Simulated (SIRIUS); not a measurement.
Crystal: LiCl.

```xyz
2
Lattice="0.0000 2.5648 2.5648 2.5648 0.0000 2.5648 2.5648 2.5648 0.0000" Properties=species:S:1:pos:R:3 pbc="T T T"
Cl    2.5648    2.5648    2.5648
Li    0.0000    0.0000    0.0000
```

```yaml
Program: SIRIUS 7.10.0
Task: single point
Functional: PBE
Potentials_or_basis: PseudoDojo 0.4.1 PBE standard (scalar relativistic)
Cutoff: 1030 eV
Density_cutoff: 4119 eV
k_mesh: 9 × 9 × 9
Occupations: fermi-dirac, width 0.05 eV
Spin: no spin polarisation
```

On this cell: pressure 0.4 GPa; largest force zero by symmetry; band gap on the k mesh 6.33 eV.

The same run follows on a disturbed copy (atoms moved at random, drawn with an rms of 0.05 Å):

```
Cl Li
1.0
     0.00000    2.56477    2.56477
     2.56477    0.00000    2.56477
     2.56477    2.56477    0.00000
Cl Li
1 1
Direct
  0.49436 0.52009 0.48159
  0.00738 0.97728 0.00359
```

**Question.** What changes?

**Answer.** The energy moves by +2.8 meV/atom; pressure 0.6 GPa; largest force 0.088 eV/Å; band gap on the k mesh 6.31 eV.

Forces on the atoms (eV/Å):
```
Cl  -0.034  0.062 -0.051
Li   0.034 -0.062  0.051
```

Stress tensor (GPa, compression positive):
```
 0.47  0.01 -0.01
 0.01  0.69  0.01
-0.01  0.01  0.59
```

Caveats: an odd mesh through Γ misses points on the zone boundary, where band edges often lie.
